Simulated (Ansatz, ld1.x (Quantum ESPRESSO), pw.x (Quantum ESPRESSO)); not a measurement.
## What a changed setting does to a pw.x run (fcc Se)

Potential: norm-conserving Troullier–Martins (Kleinman–Bylander form), ld1.x (Quantum ESPRESSO) 7.5, PBE; core [Ar] 3d10, reference 4s2 4p4; waves: 4s (bound): rc 1.45 bohr; 4p (bound): rc 1.70 bohr; 4d channel at 0.05 Ry: rc 2.10 bohr; local part: all-electron potential smoothed inside 1.60 bohr (lloc = -1); core correction: none.

The reference run (k-mesh 13³, cutoffs 70/280 Ry, Fermi–Dirac 0.01 Ry, mixing_beta 0.4, conv_thr 1e-9, no spin) gives -0.26 GPa at 20.415 Å³/atom, where all-electron LAPW gives 0.17 GPa. This run, with its own iteration cap, changes mixing_mode to local-TF.

```
&control
  calculation='scf', prefix='x', pseudo_dir='./', outdir='./tmp', tstress=.true., disk_io='none'
/
&system
  ibrav=0, nat=1, ntyp=1, ecutwfc=70, ecutrho=280, nbnd=10,
  occupations='smearing', smearing='fd', degauss=0.01
/
&electrons
  conv_thr=1e-09, mixing_beta=0.4, electron_maxstep=60, mixing_mode='local-TF'
/
ATOMIC_SPECIES
Se 1.0 Se.UPF
CELL_PARAMETERS angstrom
  0.00000000 2.16923430 2.16923430
  2.16923430 0.00000000 2.16923430
  2.16923430 2.16923430 0.00000000
ATOMIC_POSITIONS crystal
Se 0.0000 0.0000 0.0000
K_POINTS automatic
13 13 13 0 0 0
```

```bash
pw.x < Se.scf.in > Se.scf.out
```

Question: How does the run end?

Answer: It converges in 7 iterations; the free energy moves by +0.0 meV/atom and the pressure by +0.01 GPa. The result is that of the reference run.

```
Message from routine setup:
     using ibrav=0 with symmetry is DISCOURAGED, use correct ibrav instead
     lattice parameter (alat)  =       5.7972  a.u.
     unit-cell volume          =     137.7672 (a.u.)^3
     number of electrons       =         6.00
     number of Kohn-Sham states=           10
     kinetic-energy cutoff     =      70.0000  Ry
     charge density cutoff     =     280.0000  Ry
     scf convergence threshold =      1.0E-09
     Exchange-correlation= PBE
     number of k points=    84  Fermi-Dirac smearing, width (Ry)=  0.0100
     iteration #  1     ecut=    70.00 Ry     beta= 0.40
     total energy              =     -18.83442400 Ry
     estimated scf accuracy    <       0.00122568 Ry
     iteration #  2     ecut=    70.00 Ry     beta= 0.40
     total energy              =     -18.83424631 Ry
     estimated scf accuracy    <       0.00061282 Ry
     iteration #  3     ecut=    70.00 Ry     beta= 0.40
     total energy              =     -18.83430675 Ry
     estimated scf accuracy    <       0.00000058 Ry
     iteration #  4     ecut=    70.00 Ry     beta= 0.40
     total energy              =     -18.83430792 Ry
     estimated scf accuracy    <       0.00000001 Ry
     iteration #  5     ecut=    70.00 Ry     beta= 0.40
     total energy              =     -18.83430793 Ry
     estimated scf accuracy    <          2.6E-09 Ry
     iteration #  6     ecut=    70.00 Ry     beta= 0.40
     total energy              =     -18.83430793 Ry
     estimated scf accuracy    <          3.2E-09 Ry
     iteration #  7     ecut=    70.00 Ry     beta= 0.40
     the Fermi energy is     8.2212 ev
!    total energy              =     -18.83430793 Ry
     estimated scf accuracy    <          2.1E-10 Ry
     smearing contrib. (-TS)   =      -0.00404377 Ry
     The total energy is F=E-TS. E is the sum of the following terms:
     one-electron contribution =       4.58275099 Ry
     hartree contribution      =       0.78763441 Ry
     xc contribution           =      -4.06834692 Ry
     ewald contribution        =     -20.13230265 Ry
     convergence has been achieved in   7 iterations
          total   stress  (Ry/bohr**3)                   (kbar)     P=       -2.57
     Message from routine punch:
     Nothing written, as per user request (disk_io='none')
```

The run took about 7.9 s on one core of a shared host (Neoverse-V2, 96 threads, 742 GiB, load 54).
